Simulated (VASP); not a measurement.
A run of VASP 6.6.1:

The input POSCAR:

```
Sn2Ge
1.0
    4.4987930000      0.0000000000      0.0000000000
   -2.2493960000      3.8960690000      0.0000000000
    0.0000000000      0.0000000000     11.0405200000
Sn Ge
4 2
Direct
    0.3333330000      0.6666670000      0.8094170000
    0.6666670000      0.3333330000      0.1905830000
    0.3333330000      0.6666670000      0.5490820000
    0.6666670000      0.3333330000      0.4509180000
    0.0000000000      0.0000000000      0.8864490000
    0.0000000000      0.0000000000      0.1135510000
```

File INCAR.step1:

```
SYSTEM = Sn2Ge
PREC = Accurate
ENCUT = 520
EDIFF = 1E-6
ISMEAR = 0
SIGMA = 0.1
LREAL = .False.
LASPH = .True.
NELM = 80
ALGO = Normal
ISIF = 2
LWAVE = .False.
LCHARG = .True.
GGA = PE
KPAR = 2
```

File KPOINTS.step1:

```
Automatic mesh
0
Gamma
  8 8 4
  0 0 0
```

INCAR.step2

```
SYSTEM = Sn2Ge
PREC = Accurate
ENCUT = 520
EDIFF = 1E-6
ISMEAR = 0
SIGMA = 0.05
LREAL = .False.
LASPH = .True.
NELM = 80
ALGO = Normal
ISIF = 2
LWAVE = .False.
LCHARG = .False.
GGA = PE
KPAR = 2
ICHARG = 11
```

KPOINTS.step2

```
path GMKGALHA,LM,KH
20
line-mode
reciprocal
 0.0000000000  0.0000000000  0.0000000000  G
 0.5000000000  0.0000000000  0.0000000000  M

 0.5000000000  0.0000000000  0.0000000000  M
 0.3333333333  0.3333333333  0.0000000000  K

 0.3333333333  0.3333333333  0.0000000000  K
 0.0000000000  0.0000000000  0.0000000000  G

 0.0000000000  0.0000000000  0.0000000000  G
 0.0000000000  0.0000000000  0.5000000000  A

 0.0000000000  0.0000000000  0.5000000000  A
 0.5000000000  0.0000000000  0.5000000000  L

 0.5000000000  0.0000000000  0.5000000000  L
 0.3333333333  0.3333333333  0.5000000000  H

 0.3333333333  0.3333333333  0.5000000000  H
 0.0000000000  0.0000000000  0.5000000000  A

 0.5000000000  0.0000000000  0.5000000000  L
 0.5000000000  0.0000000000  0.0000000000  M

 0.3333333333  0.3333333333  0.0000000000  K
 0.3333333333  0.3333333333  0.5000000000  H
```

Potentials or basis: VASP PAW PBE potentials, release 64 (Sn_d, Ge_d).

Run with:

```bash
$ cat potpaw_PBE.64/Sn_d/POTCAR potpaw_PBE.64/Ge_d/POTCAR > POTCAR
$ cp INCAR.step1 INCAR
$ cp KPOINTS.step1 KPOINTS
$ mpirun -np 2 vasp_std > vasp.out
$ cp INCAR.step2 INCAR
$ cp KPOINTS.step2 KPOINTS
$ mpirun -np 2 vasp_std > vasp.out
```

Hardware: 2 MPI ranks on AMD EPYC 7R13 Processor (Zen 3), with other jobs on the host.

How long does it take, and how much memory?

Wall time 18 min on 2 MPI ranks on AMD EPYC 7R13 Processor (Zen 3), with other jobs on the host, peak memory 1.2 GiB a rank. Counts: scf iterations 9, k points 180.
